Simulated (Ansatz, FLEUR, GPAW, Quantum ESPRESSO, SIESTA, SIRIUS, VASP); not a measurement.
CdSe: 8 runs at one level of theory

```xyz
2
Lattice="0.0000 3.0703 3.0703 3.0703 0.0000 3.0703 3.0703 3.0703 0.0000" Properties=species:S:1:pos:R:3 pbc="T T T"
Cd    0.0000    0.0000    0.0000
Se    1.5351    1.5351    1.5351
```

The cell is a database's computed one, not the measured one.

Alike in all runs: task equation of state; functional PBEsol; k mesh 8 × 8 × 8; occupations fermi-dirac, width 0.05 eV; no spin polarisation; no spin-orbit coupling.

| program and potentials | plane-wave cutoff (eV) | notes | equilibrium volume (Å³/atom) | bulk modulus (GPa) |
| --- | --- | --- | --- | --- |
| Ansatz, Ansatz PAW | 420 | potentials made for PBE, which Ansatz adapts in part | 28.12 | 52.1 |
| VASP, PBE PAW files Cd, Se, 520 eV | 520 | potentials made for PBE | 28.30 | 52.0 |
| SIESTA, files PseudoDojo sr-pbesol-0.4.1-standard, DZP (energy shift 0.003 Ry; two zetas on semicore shells) | - | atomic basis | 28.23 | 54.5 |
| FLEUR, all-electron, FLAPW | - | - | 28.13 | 51.9 |
| Ansatz, all-electron LAPW, scalar-relativistic | - | - | 28.13 | 52.1 |
| Quantum ESPRESSO, GBRV 1.5 PBEsol | 612 | - | 28.25 | 52.1 |
| SIRIUS, PseudoDojo 0.4.1 PBEsol standard (scalar relativistic) | 1388 | - | 28.14 | 52.1 |
| GPAW, PAW data sets generated for this functional | 600 | - | 28.03 | 52.6 |

The equilibrium volume spans 28.03 (GPAW, PAW data sets generated for this functional) to 28.30 Å³/atom (VASP, PBE PAW files Cd, Se, 520 eV), with all-electron results at 28.13. The bulk modulus spans 51.9 (FLEUR, all-electron, FLAPW) to 54.5 GPa (SIESTA, files PseudoDojo sr-pbesol-0.4.1-standard, DZP (energy shift 0.003 Ry; two zetas on semicore shells)), with all-electron results at 51.9 to 52.1. Rows in atomic bases carry the error of their basis and grid, which can be large.

Differences between rows come from potentials, basis sets and numerical settings, since the functional is the same but for its coding. Runs on potential files found faulty are left out.

The two all-electron codes give the same equilibrium volume and nearly the same bulk modulus, which makes them a firm reference for zinc-blende CdSe with this functional. The low stiffness fits polar sp³ bonds between large atoms, with a filled Cd 4d shell that adds little net bonding.

SIESTA stands out: its volume is slightly above the reference, which would normally go with a softer lattice, yet its modulus is the highest at 54.5 GPa. SIRIUS, with the same potential family in plane waves, gives 28.14 Å³/atom and 52.1 GPa, so the excess stiffness probably comes from the limited atomic basis rather than the potentials.

Potentials made for another functional don't explain the volume scatter alone, since GBRV, made for PBEsol, also lies high at 28.25 Å³/atom. The treatment of the shallow Cd 4d shell and its overlap with the core may contribute. The close agreement speaks for numerical precision, not for the preference between zinc blende and wurtzite, which differ only subtly in energy.
